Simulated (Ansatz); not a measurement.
## Fe in Ru(0001), 2x2: scattering by a point defect

Wanted: the reflection from a plane of defects, Fe in Ru(0001), 2x2, and the resistivity it implies.

Program: Ansatz 0.2.0. Level of theory: Ansatz plane-wave DFT, PBE, PAW files, collinear spin; ballistic transport by layer matching (Landauer), zero bias; PAW set soft_1, in the first sound run; inputs show where later runs differ. Results are calculated unless marked as measured.

Report form: the programs' logs are mostly left out.

## 1. The starting structure

The cell holds 64 atoms: 63 Ru and 1 Fe. Cell: a = 5.412 Å, b = 5.412 Å, c = 34.255 Å, α = 90.0°, β = 90.0°, γ = 120.0°. It derives from Ru. Regions: lead, 40 atoms (40 Ru); scattering region, 24 atoms (23 Ru and 1 Fe). The structure is stacked along c, and the current runs across the ab planes.

## 2. Transmission at ideal sites

The defect sits in one plane of the supercell, all atoms on ideal sites; the layers about the cell's end are the lead. The mesh across the current, 12×12, is finer than the density's, because channels open and close sharply across the zone. Energies from -0.1 to 0.1 eV in steps of 0.05 eV are too few for the program's thermal sum, so it prints no conductance; for a metal the transmission near the Fermi level serves, at a fraction of the cost.

Input file input.yaml:

```yaml
crystal:
  lattice:
    - [5.4116, 0.0, 0.0]
    - [-2.7058, 4.6865830751, 0.0]
    - [0.0, 0.0, 34.2552]
  atoms:
    - { symbol: Ru, position: [0.1666666667, 0.3333333333, 0.03125] }
    - { symbol: Ru, position: [0.1666666667, 0.8333333333, 0.03125] }
    - { symbol: Ru, position: [0.6666666667, 0.3333333333, 0.03125] }
    - { symbol: Ru, position: [0.6666666667, 0.8333333333, 0.03125] }
    - { symbol: Ru, position: [0.3333333333, 0.1666666667, 0.09375] }
    - { symbol: Ru, position: [0.3333333333, 0.6666666667, 0.09375] }
    - { symbol: Ru, position: [0.8333333333, 0.1666666667, 0.09375] }
    - { symbol: Ru, position: [0.8333333333, 0.6666666667, 0.09375] }
[... 52 atom lines left out ...]
    - { symbol: Ru, position: [0.3333333333, 0.1666666667, 0.96875] }
    - { symbol: Ru, position: [0.3333333333, 0.6666666667, 0.96875] }
    - { symbol: Ru, position: [0.8333333333, 0.1666666667, 0.96875] }
    - { symbol: Ru, position: [0.8333333333, 0.6666666667, 0.96875] }
magnetization:
  spin_polarized: true
kpoints:
  mp_grid: { grid: [5, 5, 1] }
hamiltonian:
  xc: pbe
  pseudopotentials: { kind: paw, azcp: { folder: soft_1 } }
scf:
  occupations: { method: fermi_dirac, width: 0.1 }
output:
  transmission: { leads: [[0, 8]], kmesh: [12, 12], e_range: [-0.1, 0.1], de: 0.05 }
  write_potential: true
  write_density: true
  volumetric_format: npy
  elf: true
```

The run is started by

```console
ansatz run input.yaml --threads 4 --pin off --max-ram 15360MiB --backend cpu --events-out ev --progress --plain --runs-dir out
```

The job ended after 24 min (4 threads of Arm Neoverse V1, shared host; peak memory 9.3 GiB; 89 min of CPU time).

Numbers from this step:

```
free energy                  : -374840.7772 eV
energy at zero smearing      : -374839.7305 eV
Fermi energy                 : 23.23 eV
magnetization                : 1.329 μB
absolute magnetization       : 2.882 μB
cell area                    : 25.36 Å²
transmission, spin up        : 4.788
transmission, spin down      : 5.282
open channels, spin up       : 5.931
open channels, spin down     : 5.931
step of the lead's potential : 1.5 meV
```

Per spin. The transmission, zone mean by energy, zero at the Fermi level:

```
energy (eV)  T up  T down
    -0.1000  4.58    5.13
    -0.0500  4.77    5.17
     0.0000  4.79    5.28
     0.0500  4.74    5.24
     0.1000  4.46    4.79
```

Per spin. Table of open channels, zone mean, lead up = lead down by energy, zero at the Fermi level:

```
energy (eV)  open channels, zone mean, lead up = lead down
    -0.1000                                           5.64
    -0.0500                                           6.01
     0.0000                                           5.93
     0.0500                                           5.81
     0.1000                                           5.22
```

Transmission over k1 and k2. At 0.0000 eV from the Fermi level, spin up.

Ten even steps from '0' (2.8) to '9' (10.9):
```
220000222112
001111100101
001433410011
001346431002
201369963102
221449994412
220136996310
020013464310
011001433410
010100111110
221122200002
220002220002
```
Columns: k1 (b1) from -0.5 to 0.417; rows upwards: k2 (b2) from -0.5 to 0.417.

Open channels over k1 and k2. At 0.0000 eV from the Fermi level, spin up.

Ten even steps from '_' (3.0) to '@' (12.0):
```
--==::....::==--==::::==
..::::::::::::::..::..::
__..::========::..__::::
....::====%%====::....==
--::::==%%@@@@%%==::::--
--==::====@@@@@@====::==
----::::==%%@@@@%%==::::
..==....::====%%====::..
__::::__..::========::..
..::..::..::::::::::::::
--==::::==--==::....::==
----..__..------..__..--
```
Columns: k1 (b1) from -0.5 to 0.417; rows upwards: k2 (b2) from -0.5 to 0.417.

Transmission over k1 and k2. At 0.0000 eV from the Fermi level, spin down.

Ten even steps from '0' (2.8) to '9' (11.6):
```
231001322112
012222210101
002444420011
002447442002
212479974212
332449994423
221247997421
020024474420
011002444420
010101222221
221122310013
320002320002
```
Columns: k1 (b1) from -0.5 to 0.417; rows upwards: k2 (b2) from -0.5 to 0.417.

Open channels over k1 and k2. At 0.0000 eV from the Fermi level, spin down.

Ten even steps from '0' (3.0) to '9' (12.0):
```
342112434224
122222221212
012444421022
112448442114
322489984223
342449994424
332248998422
141124484421
022012444421
121212222222
342243421124
331013331013
```
Columns: k1 (b1) from -0.5 to 0.417; rows upwards: k2 (b2) from -0.5 to 0.417.

Spin density in the ca plane at fractional y = 0.333, with atoms of Ru and Fe within 0.2 Å of it.

Ten even steps from '0' (-0.1 e/Å³) to '9' (3.2 e/Å³), each cell a mean:
```
00000000000000000000000000000000000000000000
00000000000000000000000000000000000000000000
00000000000000000000000000000000000000000000
00000000000000000000000000000000000000000000
00000000000000000000000000000000000000000000
00000000000000000000000000000000000000000000
00000000000000000000000000000000000000000000
00000000000000000000000000000000000000000000
00000000000000000000000000000000000000000000
00000000000000000000000000000000000000000000
00000000000000000000000025200000000000000000
00000000000000000000000159400000000000000000
00000000000000000000000024200000000000000000
00000000000000000000000000000000000000000000
```
Columns run along c (16.0 Å, from fractional 0.27 to 0.73 of the cell), rows up along a (5.4 Å). Atoms in or near the plane, at fractional coordinates: Ru at (0.28, 0.17), Ru at (0.28, 0.67), Ru at (0.41, 0.17), Ru at (0.41, 0.67), Fe at (0.53, 0.17), Ru at (0.53, 0.67), Ru at (0.66, 0.17), Ru at (0.66, 0.67).

Valence density in the ca plane at fractional y = 0.333, with atoms of Ru and Fe within 0.2 Å of it. It is the smooth field of the valence electrons, not physical close to the nuclei.

Ten steps, logarithmic in the rise over the least value, from '0' (0 e/Å³) to '9' (28 e/Å³), each cell a mean:
```
01100023320001000134310000000134210011000233
01100023320001100124310001000134210011000233
24431012210134420012110244310112101244310122
57752000000367651000001467641000002577520000
67763000001368752000001578741000002678630000
56652000000257641000001367631000001467520000
23421012210124320012210134310122100234210122
01100023320001000134310000000134210011000233
01100023320001100124310000000134210011000233
24431012210134420012100024200012101244310122
57752000000367651000000378730000002577520000
67763000001368752000000489840000002678630000
56652000000257641000000268620000001467520000
23421012210124320012100023200022100234210122
```
Columns run along c (16.0 Å, from fractional 0.27 to 0.73 of the cell), rows up along a (5.4 Å). Atoms in or near the plane, at fractional coordinates: Ru at (0.28, 0.17), Ru at (0.28, 0.67), Ru at (0.41, 0.17), Ru at (0.41, 0.67), Fe at (0.53, 0.17), Ru at (0.53, 0.67), Ru at (0.66, 0.17), Ru at (0.66, 0.67).

ELF in the ca plane at fractional y = 0.333, with atoms of Ru and Fe within 0.2 Å of it. It is the smooth field of the valence electrons, not physical close to the nuclei.

Ten even steps from '0' (0.19) to '9' (0.89), each cell a mean:
```
11111013310111111023200100110023101111110133
11111013210101111023201101010023101111110133
13321111111123311111111134311111111133211111
45551110011255541110111355531110111455511100
55452011110254541111110354530111111454521111
45541110011155531110111255521100111455411100
13311101101123211111111123211011111123111011
11111013310111111023200111110023101111110133
11111013210101111023200100010023101111110133
13321111111123311111111000001111111133211111
45551110011255541110110046300110111455511100
55452011110254541111120169600211111454521111
45541110011155531110110035300110111455411100
13311101101123211111101000001011111123111011
```
Columns run along c (16.0 Å, from fractional 0.27 to 0.73 of the cell), rows up along a (5.4 Å). Atoms in or near the plane, at fractional coordinates: Ru at (0.28, 0.17), Ru at (0.28, 0.67), Ru at (0.41, 0.17), Ru at (0.41, 0.67), Fe at (0.53, 0.17), Ru at (0.53, 0.67), Ru at (0.66, 0.17), Ru at (0.66, 0.67).

Nearest the Fermi level spin up passes 4.79 of 5.93 channels of the lower lead and spin down 5.28 of 5.93.

## 3. Resistance at ideal sites

This step: Ansatz plane-wave DFT, PBE, PAW files, collinear spin; ballistic transport by layer matching (Landauer), zero bias; area resistance of the defect plane and resistivity an atomic per cent; PAW set soft_1 (Ansatz 0.2.0).

Numbers from this step:

```
area resistance                                                                                 : 0.09404 fΩ m²
T over the leads' mean channel count                                                            : 0.8447
spin asymmetry γ                                                                                : -0.2975 (R down - R up) / (R down + R up)
resistivity per at.% scaled from this dense plane, with the factor 3/4 for isotropic scattering : 1.318 µΩ cm
```

Averaged over the energies near the Fermi level, 84.5 % of the channels pass, which makes 0.0940 fΩ m².

By hand, with means over the energies near the Fermi level: RA per spin = A (h/e²)(1/T − ½[1/N₁ + 1/N₂]); spin up: 25.36×10⁻²⁰ m² × 25 813 Ω × (1/4.764 − ½[1/5.917 + 1/5.917]) = 0.268 fΩ m²; spin down: 25.36×10⁻²⁰ m² × 25 813 Ω × (1/5.231 − ½[1/5.917 + 1/5.917]) = 0.145 fΩ m². The spins conduct in parallel, so 1/RA = 1/0.268 + 1/0.145 and RA = 0.0940 fΩ m²; γ = (0.145 − 0.268)/(0.145 + 0.268) = -0.30.

## 4. Relaxing the neighbours

The neighbours of the defect are let go while the lead's layers stay on their sites, since a lead must repeat to 0.01 Å.

This step: Ansatz plane-wave DFT, PBE, PAW files, collinear spin; relaxation with the lead's layers held; PAW set soft_1 (Ansatz 0.2.0).

input.yaml: that of step 2 with these lines changed.

```diff
@@ -79,7 +79,6 @@
   occupations: { method: fermi_dirac, width: 0.1 }
-output:
-  transmission: { leads: [[0, 8]], kmesh: [12, 12], e_range: [-0.1, 0.1], de: 0.05 }
-  write_potential: true
-  write_density: true
-  volumetric_format: npy
-  elf: true
+relax:
+  f_tol: 0.03
+  max_steps: 40
+  constraints:
+    - { sites: [0, 1, 2, 3, 4, 5, 6, 7, 8, 9, 10, 11, 12, 13, 14, 15, 16, 17, 18, 19, 44, 45, 46, 47, 48, 49, 50, 51, 52, 53, 54, 55, 56, 57, 58, 59, 60, 61, 62, 63] }
```

Wall time 31 min (4 threads); peak memory 9.5 GiB; 2 h of CPU time.

The steps of the relaxation:

```
step  energy less that of the first step (eV)  largest force component (eV/Å)
   1                                   0.0000                          0.2614
   2                                  -0.0244                          0.0907
   3                                  -0.0269                          0.0238
```

The atoms that moved most (Å):

```
atom      dx      dy      dz  length
Ru31   0.016   0.009   0.022   0.029
Ru29  -0.016   0.009   0.022   0.029
Ru30   0.000  -0.018   0.022   0.029
Ru39   0.016   0.009  -0.017   0.025
Ru37  -0.016   0.009  -0.017   0.025
Ru38   0.000  -0.018  -0.017   0.025
Ru27   0.000  -0.003   0.013   0.014
Ru26   0.003   0.002   0.013   0.014
```

This step gave:

```yaml
free_energy: -374840.8044 eV
energy_at_zero_smearing: -374839.7543 eV
magnetization: 1.163 μB
absolute_magnetization: 2.599 μB
```

The largest force component on a free atom ends at 0.024 eV/Å, under the tolerance of 0.03, after 3 steps.

## 5. Transmission after relaxation, relaxed yes

The transmission is solved again on the relaxed atoms.

This step: Ansatz plane-wave DFT, PBE, PAW files, collinear spin; ballistic transport by layer matching (Landauer), zero bias; PAW set soft_1 (Ansatz 0.2.0).

Input file input.yaml:

```yaml
crystal:
  lattice:
    - [5.4116, 0.0, 0.0]
    - [-2.7058, 4.6865830751, 0.0]
    - [0.0, 0.0, 34.2552]
  atoms:
    - { symbol: Ru, position: [0.1666666667, 0.3333333333, 0.03125] }
    - { symbol: Ru, position: [0.1666666667, 0.8333333333, 0.03125] }
    - { symbol: Ru, position: [0.6666666667, 0.3333333333, 0.03125] }
    - { symbol: Ru, position: [0.6666666667, 0.8333333333, 0.03125] }
    - { symbol: Ru, position: [0.3333333333, 0.1666666667, 0.09375] }
    - { symbol: Ru, position: [0.3333333333, 0.6666666667, 0.09375] }
    - { symbol: Ru, position: [0.8333333333, 0.1666666667, 0.09375] }
    - { symbol: Ru, position: [0.8333333333, 0.6666666667, 0.09375] }
[... 52 atom lines left out ...]
    - { symbol: Ru, position: [0.3333333333, 0.1666666667, 0.96875] }
    - { symbol: Ru, position: [0.3333333333, 0.6666666667, 0.96875] }
    - { symbol: Ru, position: [0.8333333333, 0.1666666667, 0.96875] }
    - { symbol: Ru, position: [0.8333333333, 0.6666666667, 0.96875] }
magnetization:
  spin_polarized: true
kpoints:
  mp_grid: { grid: [5, 5, 1] }
hamiltonian:
  xc: pbe
  pseudopotentials: { kind: paw, azcp: { folder: soft_1 } }
scf:
  occupations: { method: fermi_dirac, width: 0.1 }
output:
  transmission:
    leads: [[0, 8]]
    kmesh: [10, 10]
    e_range: [-0.05, 0.05]
    de: 0.05
  write_potential: true
  write_density: true
  volumetric_format: npy
```

Elapsed: 20 min, on 4 threads; peak memory 9.3 GiB.

Numbers from this step:

| Property | Result |
| --- | --- |
| free energy | -374840.8041 eV |
| energy at zero smearing | -374839.7540 eV |
| transmission, spin up | 4.409 |
| transmission, spin down | 5.011 |
| open channels, spin up | 5.28 |
| open channels, spin down | 5.28 |
| step of the lead's potential | 1.3 meV |

Per spin. Table of transmission, zone mean by energy, zero at the Fermi level:

```
energy (eV)  T up  T down
    -0.0500  4.42    4.88
     0.0000  4.41    5.01
     0.0500  4.74    5.41
```

Nearest the Fermi level spin up passes 4.41 of 5.28 channels of the lower lead and spin down 5.01 of 5.28.

## 6. Resistance after relaxation

This step: Ansatz plane-wave DFT, PBE, PAW files, collinear spin; ballistic transport by layer matching (Landauer), zero bias; area resistance of the defect plane and resistivity an atomic per cent; PAW set soft_1 (Ansatz 0.2.0).

Numbers from this step:

| Property | Result |
| --- | --- |
| area resistance | 0.06839 fΩ m² |
| T over the leads' mean channel count | 0.8748 |
| spin asymmetry γ | -0.4690 (R down - R up) / (R down + R up) |
| resistivity per at.% scaled from this dense plane, with the factor 3/4 for isotropic scattering | 0.9584 µΩ cm |

Averaged over the energies near the Fermi level, 87.5 % of the channels pass, which makes 0.0684 fΩ m², against 0.0940 on ideal sites.

## 7. Results

- share of channels that pass, rigid: 0.845
- area resistance, rigid: 0.0940 fΩ m²
- resistivity per at.% from the area resistance, times 3/4, rigid: 1.32 µΩ cm
- share of channels that pass, relaxed: 0.875
- area resistance, relaxed: 0.0684 fΩ m²
- resistivity per at.% from the area resistance, times 3/4, relaxed: 0.958 µΩ cm

**Reading.** The plane of defects adds 0.068 fΩ m². Scaled to one atomic per cent that is 1.3 µΩ cm as it stands and 0.96 with the factor 3/4 for isotropic scattering on a spherical Fermi surface. These are rough estimates of the dilute value, not bounds. One Fe in each 2x2 cell reflects 13 % of the lead's channels. The relaxed cell differs by -27 % in resistance; between the two runs the lead's own channel count goes from 11.8 to 11, so sampling may have a part in it. The defect scatters spin up more strongly (asymmetry -0.47). The defects form a dense periodic sheet that scatters coherently, unlike a dilute random alloy. T and N are means over the solved energies nearest the Fermi level. One magnetic start was tried, and the two spins conduct in parallel without mixing.

[Logs are printed without paths, hosts, clocks, repeated set-up lines and the standing remarks that a program may print on its own settings, such as how far it seeks lower states.]

[Hosts, paths, dates, database ids (printed as entryN), source tags and the programs' standing remarks are cut or masked in the printed files.]
